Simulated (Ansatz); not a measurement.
The system is HgTe.

```
Hg Te
1.0
    -3.04560    3.04560    1.55941
     3.04560   -3.04560    1.55941
     3.04560    3.04560   -1.55941
Hg Te
1 1
Direct
  0.75000 0.25000 0.50000
  0.00000 0.00000 0.00000
```

Measurements of this composition are mostly on another form, of space group No. 216.

Base run:

| Property | Result |
| --- | --- |
| Program | Ansatz 0.2.0 |
| Functional | PBE |
| Potentials or basis | all-electron LAPW, scalar-relativistic |
| Cutoff | 207 eV (chosen from the basis error) |
| Basis error allowed | 0.001 eV/atom |
| k mesh | 10 × 10 × 10 |
| Occupations | fermi-dirac, width 0.05 eV |
| Spin | no spin polarisation |

Its results: pressure 0.0 GPa.

Problem. The run is repeated on the same cell with these changes: functional from PBE to PBEsol. What comes out?

Solution. Pressure -3.3 GPa.

PBEsol binds more tightly than PBE, so the same cell stands under less pressure.
